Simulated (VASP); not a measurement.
# Se (Pm-3m) in VASP: further runs

The runs below take Se through single point, with PBE.

Everything below comes from runs of VASP 6.6.1. Logs are shortened: lines on timing, memory, paths and dates and some standing lists are left out, and cuts for length are marked.

### Step 1. The structure

Symmetry: Pm-3m, No. 221, cubic system. Conventional cell: a = 2.811 Å, b = 2.811 Å, c = 2.811 Å, α = 90.00°, β = 90.00°, γ = 90.00°. Around Se (site symmetry m-3m) lie 6 Se at 2.81 Å.

This isn't the form of Se at room conditions, which is trigonal, of chains.

### Step 2. Single point, PBE

Input file INCAR:

```
ADDGRID = F
ALGO = Normal
EDIFF = 1E-6
ENCUT = 520
GGA = PE
ISIF = 2
ISMEAR = 0
LASPH = T
LCHARG = F
LREAL = F
LWAVE = F
NELM = 100
PREC = Normal
SIGMA = 0.05
```

Input file KPOINTS:

```
k-points
0
Gamma
  7 7 7
```

Input file POSCAR:

```
Se
1.0
    2.8105630200      0.0000000000      0.0000000000
    0.0000000000      2.8105630200      0.0000000000
    0.0000000000      0.0000000000      2.8105630200
Se
1
Direct
    0.0000000000      0.0000000000      0.0000000000
```

Potentials or basis: VASP PAW PBE potentials, release 64 (Se).

Launch:

```bash
> cat potpaw_PBE.64/Se/POTCAR > POTCAR
> mpirun -np 1 vasp_std > vasp.out
```

OUTCAR:

```text
EDIFF = 1E-6
   ENCUT = 520
   GGA = PE
   ISIF = 2
   ISMEAR = 0
   LASPH = T
   LREAL = F
   NELM = 100
   PREC = Normal

 Found     20 irreducible k-points:

 Following reciprocal coordinates:
            Coordinates               Weight
  0.000000  0.000000  0.000000      1.000000
  0.142857  0.000000  0.000000      6.000000
  0.285714  0.000000  0.000000      6.000000
  0.428571  0.000000  0.000000      6.000000
  0.142857  0.142857  0.000000     12.000000
  0.285714  0.142857  0.000000     24.000000
   k-points           NKPTS =     20   k-points in BZ     NKDIM =     20   number of bands    NBANDS=      7
   number of dos      NEDOS =    301   number of ions     NIONS =      1
   total plane-waves  NPLWV =   4096
   dimension x,y,z NGX =    16 NGY =   16 NGZ =   16
   dimension x,y,z NGXF=    32 NGYF=   32 NGZF=   32
   ions per type =               1
   NGX,Y,Z   is equivalent  to a cutoff of   9.46,  9.46,  9.46 a.u.
   NGXF,Y,Z  is equivalent  to a cutoff of  18.93, 18.93, 18.93 a.u.
 SYSTEM =  unknown system
   PREC   = normal    normal or accurate (medium, high low for compatibility)
   ISTART =      0    job   : 0-new  1-cont  2-samecut
   ICHARG =      2    charge: 1-file 2-atom 10-const
   ISPIN  =      1    spin polarized calculation?
   LNONCOLLINEAR =      F non collinear calculations
   LSORBIT =      F    spin-orbit coupling
   LASPH  =      T    aspherical Exc in radial PAW
   ENCUT  =  520.0 eV  38.22 Ry    6.18 a.u.   5.23  5.23  5.23*2*pi/ulx,y,z
   NELM   =    100;   NELMIN=  2; NELMDL= -5     # of ELM steps
   EDIFF  = 0.1E-05   stopping-criterion for ELM
   LREAL  =      F    real-space projection
   EDIFFG = 0.1E-04   stopping-criterion for IOM
   NSW    =      0    number of steps for IOM
   IBRION =     -1    ionic relax: 0-MD 1-quasi-New 2-CG
   NFREE  =      0    steps in history (QN), initial steepest desc. (CG)
   ISIF   =      2    stress and relaxation
   ISYM   =      2    0-nonsym 1-usesym 2-fastsym
   POTIM  = 0.5000    time-step for ionic-motion
   TEBEG  =    0.0;   TEEND  =   0.0 temperature during run
   PSTRESS=    0.0 pullay stress
   NELECT =       6.0000    total number of electrons
   NUPDOWN=      -1.0000    fix difference up-down
   EMIN   =  10.00;   EMAX   =-10.00  energy-range for DOS
   EFERMI =   0.00;   METHOD = LEGACY
   ISMEAR =     0;   SIGMA  =   0.05  broadening in eV -4-tet -1-fermi 0-gaus
   EFERMI_NEDOS =   21; number of points for ismear=-14 and -15
   IALGO  =     38    algorithm
   IMIX   =      4    mixing-type and parameters
     AMIX     =   0.40;   BMIX     =  1.00
     AMIX_MAG =   1.60;   BMIX_MAG =  1.00
  volume/ion in A,a.u.               =      22.20       149.82
  Fermi-wavevector in a.u.,A,eV,Ry     =   1.058438  2.000157 15.242472  1.120290
  Thomas-Fermi vector in A             =   2.193747
   LORBIT       =      0    0 simple, 1 ext, 2 COOP (PROOUT), +10 PAW based schemes
   GGA     = PE    functional components
   LHFCALC =     F    Hartree Fock is set to
   AEXX    =    0.0000 exact exchange contribution
   IVDW    =     0    specifies the selected vdW correction
   LEPSILON=     F    determine dielectric tensor
   LRPA    =     F    only Hartree local field effects (RPA)
 non-spin polarized calculation
 Gauss-broadening in eV      SIGMA  =   0.05
  energy-cutoff  :      520.00
  volume of cell :       22.20
 maximum number of plane-waves:       619
   NGX = 11   NGY = 11   NGZ = 11

 number of electron       5.9999988 magnetization

 Free energy of the ion-electron system (eV)
  ---------------------------------------------------
  ext. energy  EPLUGINS =         0.00000000
  ---------------------------------------------------
  free energy    TOTEN  =        -3.27437745 eV

  energy without entropy =       -3.27313560  energy(sigma->0) =       -3.27375653

 E-fermi :   5.0053     XC(G=0):  -9.9987

 val. band max:        4.9711086164   @ k =   0.2857   0.1429   0.1429
 cond. band min:       5.1286017261   @ k =   0.2857   0.1429   0.1429
 fundamental gap:      0.1574931097
 Fermi energy:         5.0052777353

 k-point     1 :       0.0000    0.0000    0.0000
  band No.  band energies     occupation
      1     -11.2887      2.00000
      2       6.3250      0.00000
      3       6.3250      0.00000
      4       6.3250      0.00000
      5      12.6462      0.00000
      6      12.6462      0.00000
      7      12.8745      0.00000

 k-point     2 :       0.1429    0.0000    0.0000
  band No.  band energies     occupation
      1     -10.9968      2.00000
      2       3.8601      2.00000
      3       6.5532      0.00000
      4       6.5532      0.00000
      5      12.9393      0.00000
      6      13.1519      0.00000
      7      15.7748      0.00000

 k-point     3 :       0.2857    0.0000    0.0000
  band No.  band energies     occupation
      1     -10.2052      2.00000
      2       0.4491      2.00000
      3       7.1322      0.00000
      4       7.1322      0.00000
      5      13.7428      0.00000
      6      14.2000      0.00000
      7      19.6566      0.00000

 k-point     4 :       0.4286    0.0000    0.0000
  band No.  band energies     occupation
      1      -9.3256      2.00000
      2      -1.8447      2.00000
      3       7.6905      0.00000
      4       7.6905      0.00000
      5      14.6597      0.00000
      6      15.8767      0.00000
      7      18.3316      0.00000

 k-point     5 :       0.1429    0.1429    0.0000
  band No.  band energies     occupation
      1     -10.7052      2.00000
      2       4.0849      2.00000
      3       4.1541      2.00000
      4       6.7794      0.00000
      5      13.3610      0.00000
      6      15.7943      0.00000
      7      16.1552      0.00000

 k-point     6 :       0.2857    0.1429    0.0000
  band No.  band energies     occupation
      1      -9.9143      2.00000
      2       0.7240      2.00000
      3       4.7980      2.00000
      4       7.3527      0.00000
      5      14.2127      0.00000
      6      15.7643      0.00000
      7      18.0441      0.00000

 [... further k-points ...]
[... 5 lines left out ...]
  --------------------------------------------------------------------------------------
  -------------------------------------------------------------------------------------
  Total        0.1600584      0.1600584      0.1600584     -0.0000000     -0.0000000      0.0000000
  in kB       11.5507222     11.5507222     11.5507222     -0.0000000     -0.0000000      0.0000000
  external PRESSURE =      11.5507222 kB  Pullay stress =       0.0000000 kB

 VOLUME and BASIS-vectors are now :
 -----------------------------------------------------------------------------
  energy-cutoff  :      520.00
  volume of cell :       22.20
      direct lattice vectors                 reciprocal lattice vectors
     2.810563020  0.000000000  0.000000000     0.355800597  0.000000000  0.000000000
     0.000000000  2.810563020  0.000000000     0.000000000  0.355800597  0.000000000
     0.000000000  0.000000000  2.810563020     0.000000000  0.000000000  0.355800597

 POSITION                                       TOTAL-FORCE (eV/Angst)
 -----------------------------------------------------------------------------------
      0.00000      0.00000      0.00000         0.000000      0.000000      0.000000
 -----------------------------------------------------------------------------------
    total drift:                               -0.000000      0.000000     -0.000000

  FREE ENERGIE OF THE ION-ELECTRON SYSTEM (eV)
  ---------------------------------------------------
  free  energy   TOTEN  =        -3.2743774532 eV

  energy  without entropy=       -3.2731356050  energy(sigma->0) =       -3.27375653
```

Run time: 1.5 s. Hardware: 1 thread of Intel Xeon 6975P-C (Granite Rapids), shared host; peak memory 0.11 GiB.

The run converged, but some of its settings lie outside the range that counts as converged, so its numbers aren't taken as properties of the crystal.

Results:

* Free energy: -3.2744 eV
* Pressure: 1.2 GPa
* Band gap on the k mesh: none (metal or under the smearing width)

### Step 3. Single point, PBE

Changes to INCAR since step 2:

```diff
@@ -9,6 +9,6 @@
 LCHARG = F
-LREAL = F
+LREAL = Auto
 LWAVE = F
 NELM = 100
-PREC = Normal
+PREC = Accurate
 SIGMA = 0.05
```

KPOINTS is that of step 2.

POSCAR is that of step 2.

Potentials or basis: VASP PAW PBE potentials, release 64 (Se).

Launch:

```bash
> cat potpaw_PBE.64/Se/POTCAR > POTCAR
> mpirun -np 1 vasp_std > vasp.out
```

Run time: 2.4 s. Hardware: 1 thread of Intel Xeon 6975P-C (Granite Rapids), shared host; peak memory 0.13 GiB.

The run converged, but some of its settings lie outside the range that counts as converged, so its numbers aren't taken as properties of the crystal.

Results:

- Free energy: -3.2750 eV
- Pressure: 1.1 GPa
- Band gap on the k mesh: none (metal or under the smearing width)

### Step 4. Single point, PBE

Input file INCAR:

```
ADDGRID = F
ALGO = Normal
EDIFF = 1E-4
ENCUT = 520
GGA = PE
ISIF = 2
ISMEAR = 0
LASPH = T
LCHARG = F
LREAL = F
LWAVE = F
NELM = 100
PREC = Accurate
SIGMA = 0.05
```

KPOINTS is that of step 3.

POSCAR is that of step 3.

Launch:

```bash
> cat potpaw_PBE.64/Se/POTCAR > POTCAR
> mpirun -np 1 vasp_std > vasp.out
```

Run time: 1.8 s. Hardware: 1 thread of Intel Xeon 6975P-C (Granite Rapids), shared host; peak memory 0.13 GiB.

The run converged, but some of its settings lie outside the range that counts as converged, so its numbers aren't taken as properties of the crystal.

Results:

| Quantity | Value |
| --- | --- |
| Free energy | -3.2744 eV |
| Pressure | 1.2 GPa |
| Band gap on the k mesh | none (metal or under the smearing width) |
